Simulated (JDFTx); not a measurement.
MgB2: single point with PBE

MgB2:

```
Mg B
1.0
     3.08500    0.00000    0.00000
    -1.54250    2.67169    0.00000
     0.00000    0.00000    3.52300
Mg B
1 2
Direct
  0.00000 0.00000 0.00000
  0.66667 0.33333 0.50000
  0.33333 0.66667 0.50000
```

| Item | Value |
| --- | --- |
| Program | JDFTx 1.7.0 (patched build) |
| Task | single point |
| Functional | PBE |
| Potentials or basis | PseudoDojo-SR-PBE-0.5-standard |
| Cutoff | 1143 eV |
| Density cutoff | 9143 eV |
| k mesh | 10 × 10 × 8 |
| Occupations | fermi-dirac, width 0.05 eV |
| Spin | no spin polarisation |

- Pressure: -0.9 GPa
- Band gap on the k mesh: none (metal or under the smearing width)
- Loewdin charges: Mg +1.65; B -0.78 e

Stress tensor (GPa, compression positive):
```
-0.96  0.00  0.00
 0.00 -0.96  0.00
 0.00  0.00 -0.80
```

Levels at points of the mesh, in eV from the Fermi level:
| k point | band 6 | band 7 | band 8 | band 9 | band 10 |
| --- | --- | --- | --- | --- | --- |
| (0.00, 0.00, 0.00) | -2.98 | 0.32 | 0.32 | 1.62 | 6.27 |
| (0.00, 0.00, 0.50) | -7.47 | 0.69 | 0.69 | 6.63 | 6.63 |
| (0.00, 0.50, 0.00) | -7.86 | -2.22 | 0.18 | 3.03 | 3.86 |
| (0.00, 0.50, 0.50) | -6.95 | -3.60 | -1.92 | -1.33 | 5.67 |

It took 73 s on 1 thread of Arm Neoverse V2, on a shared host, peak memory 0.15 GiB.

Caveat: the empty levels aren't tightly converged.
